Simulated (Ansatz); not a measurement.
`[CH3][Cd][CH](C)C` + tert-butanol → `[CH3][Cd][O]C(C)(C)C` + propane  (ligand exchange at a Cd–C bond)

Program: Ansatz. Geometries: PBE0-D4/def2-TZVP. ΔE: electronic, gas phase. CBS: MP2 limit from def2 TZ/QZ plus the TZ coupled-cluster correction, frozen cores. Functionals use def2-TZVPP. def2 core potentials past Kr. For Cd outer-core shells are correlated without core-valence functions, which leaves a few kJ/mol of doubt a bond. One conformer a species, not always the lowest.

```csv
species,PBE energy (Eh)
`[CH3][Cd][CH](C)C`,-326.01827
`CC(C)(C)O`,-233.45841
`[CH3][Cd][O]C(C)(C)C`,-440.49599
`CCC`,-119.00348
```

Q: Work out ΔE.

A: ΔE = (-440.49599) + (-119.00348) − (-326.01827) − (-233.45841) = -0.02279 Eh = -59.8 kJ/mol. CCSD(T)/CBS gives -64.1 kJ/mol.

Largest T1 diagnostic among the species: 0.014.

Leaving LDA and LC-ωPBE aside and taking each functional with its dispersion term where it has one, the values, not all of them listed here, spread over 16.0 kJ/mol, from B97M-V to HSE06-D4. LDA lies +3.9 kJ/mol from PBE without D4. In def2-TZVPP, CCSD(T) changes the Hartree–Fock value by +13.9 kJ/mol (the triples alone add +0.6 kJ/mol) and MP2 by +18.4 kJ/mol.
